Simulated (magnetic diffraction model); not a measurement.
# Solving a magnetic structure from powder neutron data: PrCuP₂

Space group Cmce (no. 64), a = 5.6990 Å, b = 5.6250 Å, c = 19.9860 Å.

| site | atom | x | y | z |
| --- | --- | --- | --- | --- |
| 8f | Pr | 1/2 | 0.2362 | 0.1192 |
| 8e | Cu | 3/4 | 0.9799 | 1/4 |
| 8f | P | 1/2 | 0.7361 | 0.1597 |
| 8d | P | 0.7190 | 0 | 1/2 |

This is a made-up structure (elements placed in a structure type, unrelaxed), so the numbers test the method and describe no known phase.

Only Pr is taken to order (form factors of Pr3+); orders and moment sizes are assumed, and not adapted to the symmetry. Radiation: neutrons of λ = 2.52 Å, 2° to 60°; isotropic B of 0.21 Å² (Pr), 0.32 Å² (Cu) and 0.47 Å² (P). The intensities are simulated: I ∝ L Σ (|F_N|² + |F_M⊥|²) for unpolarised neutrons, with F_M = 2.695 fm/μB × Σ f(s) S exp(2πi Q·r) exp(−B s²) at Q = H ± k (one set where k and −k are equivalent), only the part normal to Q counting and L = 1/(sin²θ cos θ). For a modulated order the moment at position r is S exp(−2πi k·r) + c.c., with S = m/2 for a sine wave of amplitude m and S = m(u + iv)/2 for moments turning in a plane, u and v being orthogonal unit vectors in it; the phase factor of the sum at Q = H + k is then exp(2πi H·r). Form factors are spin-only for 3d ions and dipole or tabulated for f ions, scattering lengths are Sears's of 1992, and absorption is left out. A label names one of the reflections at its angle. The strongest nuclear line in the range is 100, and lines under 0.2 are left out.

Above the ordering temperature:

```csv
2θ (°),index,I
14.49,(0 0 2),100.0
29.21,(0 0 4),32.7
37.45,(1 1 1),2.9
43.09,(1 1 3),1.6
44.45,(0 0 6),1.1
47.57,(1 1 4),44.5
52.49,(2 0 0),3.4
52.90,(1 1 5),3.8
53.23,(0 2 0),4.0
53.80,(0 2 1),0.4
54.75,(2 0 2),1.2
55.47,(0 2 2),0.3
58.19,(0 2 3),5.4
58.95,(1 1 6),14.9
```

Below it (cell unchanged):

```csv
2θ (°),I
2.41,4146.3
12.06,0.9
14.49,100.0
16.92,0.4
26.73,32.6
29.21,32.7
31.71,23.1
37.45,2.9
38.76,34.1
40.66,33.2
41.86,0.6
43.09,1.6
44.45,1.1
45.97,0.6
47.07,0.5
47.57,44.5
49.26,0.6
52.49,3.4
52.55,8.5
52.90,3.8
53.23,4.0
53.29,8.0
53.80,0.4
54.75,1.2
55.47,0.3
56.86,21.4
57.81,6.4
58.19,5.4
58.95,14.9
59.86,7.8
```

**Question.** Find the propagation vector, then choose among these models:
A. moments turning in the plane of [100] and [010], 2.5 μB on Pr; signs + at (1/2, 0.2362, 0.1192), + at (1/2, 0.7638, 0.8808), + at (1/2, 0.7362, 0.3808), + at (1/2, 0.2638, 0.6192)
B. a sine wave with moments along [001] (amplitudes given), 2.5 μB on Pr; signs + at (1/2, 0.2362, 0.1192), + at (1/2, 0.7638, 0.8808), + at (1/2, 0.7362, 0.3808), + at (1/2, 0.2638, 0.6192)
C. a sine wave with moments along [010] (amplitudes given), 2.5 μB on Pr; signs + at (1/2, 0.2362, 0.1192), + at (1/2, 0.7638, 0.8808), + at (1/2, 0.7362, 0.3808), + at (1/2, 0.2638, 0.6192)
D. moments turning in the plane of [010] and [001], 2.5 μB on Pr; signs + at (1/2, 0.2362, 0.1192), + at (1/2, 0.7638, 0.8808), + at (1/2, 0.7362, 0.3808), + at (1/2, 0.2638, 0.6192)

The new lines index as (0 0 1/3) at 2.41°, (0 0 5/3) at 12.06°, (0 0 7/3) at 16.92° and (0 0 11/3) at 26.73°, that is as H ± k with k = (0 0 1/3). Satellites come in pairs about each point of the reciprocal lattice.

Magnetic intensity, observed (below minus above) and for each model:

| 2θ (°) | index | observed | A | B | C | D |
| --- | --- | --- | --- | --- | --- | --- |
| 2.41 | (0 0 1/3) | 4146.3 | 4146.3 | <0.2 | 2073.1 | 2073.1 |
| 26.73 | (0 0 11/3) | 32.6 | 32.6 | <0.2 | 16.3 | 16.3 |
| 31.71 | (0 0 13/3) | 23.1 | 23.1 | <0.2 | 11.5 | 11.5 |
| 38.76 | (1 1 5/3) | 34.1 | 34.1 | 27.9 | 16.9 | 44.8 |
| 40.66 | (1 1 7/3) | 33.2 | 33.2 | 23.1 | 16.4 | 39.5 |
| 52.55 | (2 0 1/3) | 8.5 | 8.5 | 8.5 | 8.5 | 17.0 |
| 53.29 | (0 2 1/3) | 8.0 | 8.0 | 8.0 | <0.2 | 8.0 |
| 56.86 | (1 1 17/3) | 21.4 | 21.4 | 6.0 | 10.7 | 16.7 |

Model A matches.

The structure used: k = (0 0 1/3), moments turning in the plane of [100] and [010], 2.5 μB on Pr; signs + at (1/2, 0.2362, 0.1192), + at (1/2, 0.7638, 0.8808), + at (1/2, 0.7362, 0.3808), + at (1/2, 0.2638, 0.6192).

[Logs are printed without paths, hosts, clocks, repeated set-up lines and the standing remarks that a program may print on its own settings, such as how far it seeks lower states.]
